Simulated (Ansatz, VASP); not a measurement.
## KCl in VASP and in Ansatz

Contents of INCAR:

```
PREC = Accurate ; ENCUT = 520
EDIFF = 1E-6 ; ISMEAR = -1
SIGMA = 0.01 ; LREAL = False
LASPH = True ; NELM = 80
ALGO = Normal ; ISIF = 2
LWAVE = False ; LCHARG = False
GGA = PS ; NBANDS = 15
```

KPOINTS

```
Automatic mesh
0
Gamma
  7 7 7
```

POSCAR

```
KCl
1.0
    3.6340000000      0.0000000000      0.0000000000
    0.0000000000      3.6340000000      0.0000000000
    0.0000000000      0.0000000000      3.7066800000
K Cl
1 1
Direct
    0.0000000000      0.0000000000      0.0000000000
    0.5000000000      0.5000000000      0.5000000000
```

Input for Ansatz:

```yaml
crystal:
  lattice:
    - [3.634, 0.0, 0.0]
    - [0.0, 3.634, 0.0]
    - [0.0, 0.0, 3.70668]
  atoms:
    - { symbol: K, position: [0.0, 0.0, 0.0] }
    - { symbol: Cl, position: [0.5, 0.5, 0.5] }
kpoints:
  mp_grid: { grid: [7, 7, 7] }
  band_path:
    path:
      - [0.0, 0.0, 0.0]
      - [0.0, 0.5, 0.0]
      - [0.5, 0.5, 0.0]
      - [0.0, 0.0, 0.0]
      - [0.0, 0.0, 0.5]
      - [0.0, 0.5, 0.5]
      - [0.5, 0.5, 0.5]
      - [0.0, 0.0, 0.5]
      - [0.0, 0.5, 0.0]
    npoints: 5
scf:
  occupations: { method: fermi_dirac, width: 0.01 }
hamiltonian:
  xc: pbesol
  pseudopotentials: { kind: all_electron, lapw: { basis_error: 0.001 } }
output:
  forces: true
  stress: true
  eigenvalues: true
```

Change from the starting cell: zz strain of +2 %.

Alike in both runs: task single point; functional PBEsol; k mesh 7 × 7 × 7; occupations fermi-dirac, width 0.01 eV; no spin polarisation.

|  | VASP | Ansatz |
| --- | --- | --- |
| version | VASP 6.6.1 | Ansatz 0.2.0 |
| potentials or method | VASP PAW PBE potentials, release 64 (K_sv, Cl) | all-electron LAPW, scalar-relativistic |
| plane-wave cutoff (eV) | 520 | see its input |

```csv
,VASP,Ansatz,Ansatz less VASP
gap on the k mesh at the Fermi level (eV),5.25,5.25,+0.005
pressure (GPa),1.7,1.7,-0.08
largest component of the traceless stress (GPa),0.65,0.65,+0.002
```

Ansatz ran all-electron here, so the differences hold the error of VASP's frozen core and of both bases.

Caveats: the PAW data sets were made with another functional, which shifts forces and pressure a little (VASP); an odd mesh through Γ misses points on the zone boundary, where band edges often lie.
